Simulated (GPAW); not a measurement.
# Core-hole calculation of the S K edge in zinc-blende (ZnS)₁₋ₓ(CdS)ₓ at x = 1, part 2 of 2

What does the S K edge look like in zinc-blende (ZnS)₁₋ₓ(CdS)ₓ at x = 1?

GPAW 26.7.0; X-ray absorption from dipole matrix elements to empty bands, plane-wave PAW LDA.

So far. Step 2 (The field without a hole): The mesh shows a gap of 0.86 eV. The excited electron is kept all the same, so that all members of the series, with or without a gap, are treated alike.

**4. Spectrum with XCH, S atom 2**

The holes are 8.2 Å apart. In GPAW the data set carries the hole's charge, so charge=0 means a charged cell and charge=-1 a neutral one. The excited electron is kept in the cell, where it fills the lowest empty states and screens the hole. After the field has converged, empty bands are computed with the density fixed and the dipole matrix elements are summed.

The absorber has 4 Cd at 2.52 Å (tetrahedral).

xas.py

```python
import numpy as np
from ase import Atoms
from ase.parallel import parprint, paropen
from gpaw import GPAW, PW, FermiDirac, Mixer, MixerDif, setup_paths
from gpaw.test import gen
setup_paths.insert(0, '.')
gen('S', name='fch1s', xcname='LDA', corehole=(1, 0, 1), write_xml=True)
from gpaw.mpi import world
world.barrier()

atoms = Atoms('CdSCdSCdSCdSCdSCdSCdSCdS',
    cell=[[0, 5.82, 5.82],
     [5.82, 0, 5.82],
     [5.82, 5.82, 0]],
    scaled_positions=[[0, 0, 0],
     [0.125, 0.125, 0.125],
     [0, 0, 0.5],
     [0.125, 0.125, 0.625],
     [0, 0.5, 0],
     [0.125, 0.625, 0.125],
     [0, 0.5, 0.5],
     [0.125, 0.625, 0.625],
     [0.5, 0, 0],
     [0.625, 0.125, 0.125],
     [0.5, 0, 0.5],
     [0.625, 0.125, 0.625],
     [0.5, 0.5, 0],
     [0.625, 0.625, 0.125],
     [0.5, 0.5, 0.5],
     [0.625, 0.625, 0.625]],
    pbc=True)
atoms.calc = calc = GPAW(legacy_gpaw=True, mode=PW(400, force_complex_dtype=True), xc='LDA', setups={1: 'fch1s'},
    kpts={'size': (3, 3, 3), 'gamma': True}, occupations=FermiDirac(0.04),
    charge=-1, mixer=Mixer(0.1, 5, 50), maxiter=150,
    convergence={'density': 0.0001, 'eigenstates': 1e-6}, txt='scf.txt')
energy = atoms.get_potential_energy() + calc.get_reference_energy()
ef = calc.get_fermi_level()
out = dict(energy=energy, fermi=ef, forces=atoms.get_forces().tolist())
parprint(f'all-electron energy {energy:.4f} eV, Fermi level {ef:.4f} eV')
ev = np.array([[calc.get_eigenvalues(k, s) for k in range(len(calc.get_ibz_k_points()))] for s in range(calc.get_number_of_spins())])
out['homo'], out['lumo'], out['counts'] = ev[ev < ef].max(), ev[ev > ef].min(), sorted(set((ev < ef).sum((0, 2)).tolist()))
out['filled'] = (ev[:, 0] < ef).sum(1).tolist()

from ase.units import Ha
from gpaw.xas import dipole_matrix_elements
nb = int(calc.get_number_of_electrons() / 2) + 201
top, nb = nb, nb + 8 + nb // 12
nscf = calc.fixed_density(kpts={'size': (4, 4, 4), 'gamma': True}, nbands=nb,
    convergence={'bands': top, 'eigenstates': 5e-3}, maxiter=60, txt='nscf.txt')
cell = atoms.cell.array
ops = [cell.T @ U.T @ np.linalg.inv(cell.T) for U in nscf.wfs.kd.symmetry.op_scc]
filled = [72]  # bands filled in the ground state, by spin
E = np.arange(-6, 30, 0.1)
fwhm = np.interp(E, [4, 25], [0.9, 3.5])
Y, X, zero, highest = 0, 0, 1e9, 1e9
for spin in range(nscf.get_number_of_spins()):
    wfs = nscf.wfs
    mine = wfs.bd.get_slice()  # this rank's bands
    A = dipole_matrix_elements(wfs.setups[1])
    eps = np.zeros((wfs.kd.nibzkpts, nb))
    d = np.zeros((3, A.shape[1], wfs.kd.nibzkpts, nb), complex)
    for kpt in wfs.kpt_u:
        if kpt.s == spin and 1 in kpt.P_ani:
            eps[kpt.k, mine] = kpt.eps_n * Ha
            d[:, :, kpt.k, mine] = (kpt.weight * wfs.nspins / 2) ** 0.5 * np.inner(A, kpt.P_ani[1])
    world.sum(eps)
    world.sum(d)
    T = np.einsum('amkn,bmkn->abkn', d, d.conj()).real
    T = sum(np.einsum('ai,ijkn,bj->abkn', R, T, R) for R in ops) / len(ops)
    empty = np.ones_like(eps, bool) & (np.arange(nb) >= filled[spin])
    zero, highest = min(zero, eps[empty].min()), min(highest, eps[:, top - 1].min())
    lines = [(eps, T, empty)] if spin == 0 else lines + [(eps, T, empty)]
for eps, T, empty in lines:
    f = np.einsum('aakn->akn', T).reshape(3, -1)
    x = eps.ravel() - zero
    w = np.interp(x, E, fwhm) / 2.35482
    g = np.exp(-0.5 * ((E[:, None] - x) / w) ** 2) / (w * (2 * np.pi) ** 0.5)
    Y = Y + (f * empty.ravel()) @ g.T
    X = X + (f * ~empty.ravel()) @ g.T
out.update(E=E.round(2).tolist(), xas=Y.tolist(), xes=X.tolist(), zero=zero, valid=highest - zero, nk=len(eps), nb=nb)
for i in range(0, len(E), 10):
    parprint(f'{E[i]:7.2f}', *(f'{v:10.3e}' for v in Y[:, i]))
import json
with paropen('out.json', 'w') as f:
    json.dump(out, f)
```

Command:

```bash
$ OMP_NUM_THREADS=1 mpirun -n 4 gpaw python xas.py
```

Numbers of over 12 decimals in the logs are rounded to 6 here.

What it wrote:

```text
Input parameters:
  charge: -1
  convergence: {density: 0.0001,
                eigenstates: 1e-06}
  kpts: {gamma: True,
         size: (3, 3, 3)}
  maxiter: 150
  mixer: {backend: pulay,
          beta: 0.1,
          method: separate,
          nmaxold: 5,
          weight: 50}
  mode: {ecut: 400.0,
         force_complex_dtype: True,
         name: pw}
  occupations: {fixmagmom: False,
                name: fermi-dirac,
                width: 0.04}
  setups: {1: fch1s}

Initialize ...

[... PAW data sets ...]

Reference energy: -1300399.374896  # eV

Spin-paired calculation

[... convergence settings ...]
Symmetries present (total): 6
  [... symmetry matrices ...]

27 k-points: 3 x 3 x 3 Monkhorst-Pack grid
6 k-points in the irreducible part of the Brillouin zone
       k-points in crystal coordinates                weights
   0:     0.00000000    0.00000000    0.00000000          1/27
   1:     0.33333333    0.00000000   -0.33333333          6/27
   2:     0.33333333    0.00000000    0.00000000          6/27
   3:     0.33333333    0.33333333   -0.33333333          6/27
   4:     0.33333333    0.33333333    0.00000000          6/27
   5:     0.33333333    0.33333333    0.33333333          2/27

Wave functions: Plane wave expansion
  Cutoff energy: 400.000 eV
  Number of coefficients (min, max): 7142, 7239
  Pulay-stress correction: 0.000000 eV/Ang^3 (de/decut=0.000000)
  Using FFTW library
  Wavefunction extrapolation:
    Improved wavefunction reuse through dual PAW basis

Occupation numbers: Fermi-Dirac:
  width: 0.0400  # eV

Eigensolver
   Davidson(niter=2)

Densities:
  Coarse grid: 40*40*40 grid
  Fine grid: 80*80*80 grid
  Total Charge: 0.000000

Density mixing:
  Method: separate
  Backend: pulay
  Linear mixing parameter: 0.1
  old densities: 5
  Width of damping distribution: 1.1
  Damping of long wavelength oscillations: 50

[... Hamiltonian set-up ...]
Number of atoms: 16
Number of atomic orbitals: 104
Number of bands in calculation: 91
Number of valence electrons: 145
Bands to converge: occupied

... initialized

Initializing position-dependent things.

Density initialized from atomic densities
Creating initial wave functions:
  91 bands from LCAO basis set

                              S

                     S   Cd
                       S
                Cd
              S             S
                  Cd
                   S
         Cd            Cd
                     S
              Cd
            S   Cd

       Cd

Atomic positions and initial magnetic moments

Positions:
   0 Cd     0.000000    0.000000    0.000000    ( 0.0000,  0.0000,  0.0000)
   1 S      1.455000    1.455000    1.455000    ( 0.0000,  0.0000,  0.0000)
   2 Cd     2.910000    2.910000    0.000000    ( 0.0000,  0.0000,  0.0000)
   3 S      4.365000    4.365000    1.455000    ( 0.0000,  0.0000,  0.0000)
   4 Cd     2.910000    0.000000    2.910000    ( 0.0000,  0.0000,  0.0000)
   5 S      4.365000    1.455000    4.365000    ( 0.0000,  0.0000,  0.0000)
   6 Cd     5.820000    2.910000    2.910000    ( 0.0000,  0.0000,  0.0000)
[...]
13 S      4.365000    4.365000    7.275000    ( 0.0000,  0.0000,  0.0000)
  14 Cd     5.820000    5.820000    5.820000    ( 0.0000,  0.0000,  0.0000)
  15 S      7.275000    7.275000    7.275000    ( 0.0000,  0.0000,  0.0000)

Unit cell:
           periodic     x           y           z      points  spacing
  1. axis:    yes    0.000000    5.820000    5.820000    40     0.1680
  2. axis:    yes    5.820000    0.000000    5.820000    40     0.1680
  3. axis:    yes    5.820000    5.820000    0.000000    40     0.1680

  Lengths:   8.230723   8.230723   8.230723
  Angles:   60.000000  60.000000  60.000000

Effective grid spacing dv^(1/3) = 0.1833

iter:   1   -77.404157
iter:   2   -74.777728   -1.54  -1.19
iter:   3   -70.916967   -1.03  -1.26
iter:   4   -70.889535   -2.51  -1.57
iter:   5   -70.860434c  -3.75  -1.57
iter:   6   -70.736168   -2.47  -1.59
iter:   7   -70.708497   -3.76  -2.40
iter:   8   -70.699702c  -2.54  -2.50
iter:   9   -70.680318c  -3.25  -2.55
iter:  10   -70.678943c  -4.75  -2.86
iter:  11   -70.677929c  -4.36  -3.13
iter:  12   -70.677863c  -5.82  -3.44
iter:  13   -70.677846c  -6.08c -3.51
iter:  14   -70.677843c  -6.74c -3.59
iter:  15   -70.677846c  -6.74c -3.64
iter:  16   -70.677841c  -7.24c -4.00
iter:  17   -70.677836c  -6.82c -4.04c

Converged after 17 iterations.

Dipole moment: (-21.794462, -21.794462, -21.794462) |e|*Ang

Energy contributions relative to reference atoms: (reference = -1300399.374896)

Kinetic:       +147.508538
Potential:     -137.941140
External:        +0.000000
XC:             -81.616688
Entropy (-ST):   -0.010295
Local:           +1.376602
SIC:             +0.000000
--------------------------
Free energy:    -70.682983
Extrapolated:   -70.677836

Showing only first 2 kpts
 Kpt  Band  Eigenvalues  Occupancy
  0    70      3.37097    2.00000
  0    71      3.37097    2.00000
  0    72      4.02291    2.00000
  0    73      5.81064    0.02700

  1    70      2.46527    2.00000
  1    71      3.03254    2.00000
  1    72      6.12584    0.00001
[...]
Fermi level: 5.63897

No gap
No difference between direct/indirect transitions

Forces in eV/Ang:
  0 Cd   -0.56399   -0.56399   -0.56399
  1 S     0.00007    0.00007    0.00007
  2 Cd    0.56399    0.56399   -0.56402
  3 S     0.00002    0.00002    0.04783
  4 Cd    0.56399   -0.56402    0.56399
  5 S     0.00002    0.04783    0.00002
  6 Cd    0.04142   -0.04138   -0.04138
[...]
13 S    -0.00005   -0.00005   -0.04783
 14 Cd    0.04141    0.04141    0.04141
 15 S    -0.00004   -0.00004   -0.00004
Scalar-relativistic atomic LDA calculation for S (Sulfur, Z=16)
Core hole in 1s state (1s occupation: 1.0)
450 radial gridpoints.
|------------------------------------------------|
|------------------------------------------------|
[... the atom generator's iteration count ...]

Energy contributions:
-------------------------
Kinetic:     +307.027779
XC:           -20.036781
Potential:   -593.463960
-------------------------
Total:       -306.472962

state      eigenvalue         ekin         rmax
-----------------------------------------------
1s^1.0 :   -94.587655   125.271961        0.063
2s^2.0 :    -9.346963    20.537295        0.374
2p^6.0 :    -7.528664    20.376522        0.303
3s^2.0 :    -1.141348     3.532854        1.290
3p^4.0 :    -0.722112     2.839097        1.384
-----------------------------------------------
(units: Bohr and Hartree)

Generating PAW setup
Kinetic energy of the core from tauc = 289.375410
Cutoffs:
rc(s)=1.840
rc(p)=1.850
rc(d)=1.700
rc(vbar)=1.720
rc(comp)=1.430
rc(nct)=1.850

Kinetic energy of the core states: 288.605682
Charge: 1.0
Core electrons: 9.0
Valence electrons: 6.0
Pseudo-core charge: 0.024693
Shape function alpha=4.890
Pseudo-electron charge 6.344591
state    eigenvalue         norm
--------------------------------
3s(2) :    -1.141348     1.235204
*s    :    -0.141348
3p(4) :    -0.722112     0.962372
*p    :     0.277888
*d    :     0.000000
--------------------------------

Diagonalizing with gridspacing h=0.050

state   all-electron     PAW
-------------------------------
3s:      -1.141348    -1.142157
3p:      -0.722112    -0.722797
*d:                   -0.153507
*f:                   -0.016109
-------------------------------
all-electron energy -1300470.0527 eV, Fermi level 5.6390 eV
[...]
27.00  2.795e-06  2.795e-06  2.795e-06
  28.00  2.625e-06  2.625e-06  2.625e-06
  29.00  2.560e-06  2.560e-06  2.560e-06
```

Run time: 4.8 min. Hardware: 4 MPI ranks of Arm Neoverse V1, shared host; peak memory 0.59 GiB; 19 min of CPU time.

The S K spectrum, S atom 2, excited-electron core hole (neutral cell) (energy from the bottom of the conduction band, which holds the excited electron; intensity scaled to a mean of 1 over the first 20 eV):

```
E (eV)  intensity
  -2.0       0.00
  -1.5       0.00
  -1.0       0.00
  -0.5       0.00
   0.0       0.01
   0.5       0.06
   1.0       0.21
   1.5       0.52
   2.0       0.99
   2.5       1.55
   3.0       2.03
   3.5       2.07
   4.0       1.80
   4.5       1.62
   5.0       1.25
   5.5       1.35
   6.0       1.80
   6.5       1.75
   7.0       1.33
   7.5       1.13
   8.0       0.98
   8.5       0.86
   9.0       0.81
   9.5       0.67
  10.0       0.47
  10.5       0.36
  11.0       0.39
  11.5       0.50
  12.0       0.66
  12.5       0.86
  13.0       1.08
  13.5       1.26
  14.0       1.35
  14.5       1.35
  15.0       1.28
  15.5       1.16
  16.0       1.01
  16.5       0.88
  17.0       0.77
  17.5       0.70
  18.0       0.66
  18.5       0.65
  19.0       0.66
  19.5       0.69
  20.0       0.72
  20.5       0.75
  21.0       0.78
  21.5       0.81
  22.0       0.85
  22.5       0.90
  23.0       0.98
  23.5       1.06
  24.0       1.14
  24.5       1.19
  25.0       1.22
  25.5       1.23
  26.0       1.21
  26.5       1.17
  27.0       1.13
  27.5       1.09
  28.0       1.06
  28.5       1.04
  29.0       1.04
  29.5       1.04
```

Main maxima below 24 eV (height): 3.3 eV (2.15), 6.2 eV (1.87) and 14.3 eV (1.36). A K edge sees empty p states on the absorber.

The total-energy difference is 2474.28 eV. One term is added: -16.82 eV, since the hole is spin-paired here and a spin-polarised one costs that much less in the free atom (computed apart). The photon energy is then 2457.46 eV. The functional leaves an error in such absolute values: in the free atom LDA prices this hole 9.1 eV below PBE (computed apart), and PBE is itself good to a few eV.

**5. What came out**

```json
{
 "absorber and edge": "S K, atom 2 of the ground-state input (counted from 1)",
 "surroundings": "4 Cd at 2.52 Å (tetrahedral)",
 "highest intensity below 16 eV": "3.3 eV above the zero, height 2.15",
 "photon energy of the zero, with the added terms": "2457.5 eV (raw 2474.3 eV; LDA puts this hole about 9 eV below PBE, itself good to a few eV)"
}
```

The S K edge of atom 2, with 4 Cd at 2.52 Å (tetrahedral), has its highest intensity of the first 16 eV at 3.3 eV above the zero, near 2461 eV in photon energy (LDA puts this hole about 9 eV below PBE, itself good to a few eV), 2.2 times the mean level of the first 20 eV (Gaussian full width 0.9 eV up to 4 eV, rising linearly to 3.5 eV at 25 eV). The mesh is coarse (0.23 Å⁻¹ between points), so small maxima may be mesh ripples.

[Banner, clock and machine lines of the logs are left out without a mark of their own.]

[Logs are printed without paths, hosts, clocks, repeated set-up lines and the standing remarks that a program may print on its own settings, such as how far it seeks lower states.]

[Hosts, paths, dates, database ids (printed as entryN), source tags and the programs' standing remarks are cut or masked in the printed files.]

[Lists of maxima count a maximum above −3 eV only where it reaches 4 % of the highest in the window and stands out from its surroundings by 2 % of it (1.5 % where it reaches 55 %); shoulders and weaker maxima are passed over, and of the rest the first, up to two pre-edge ones and the few strongest are named.]
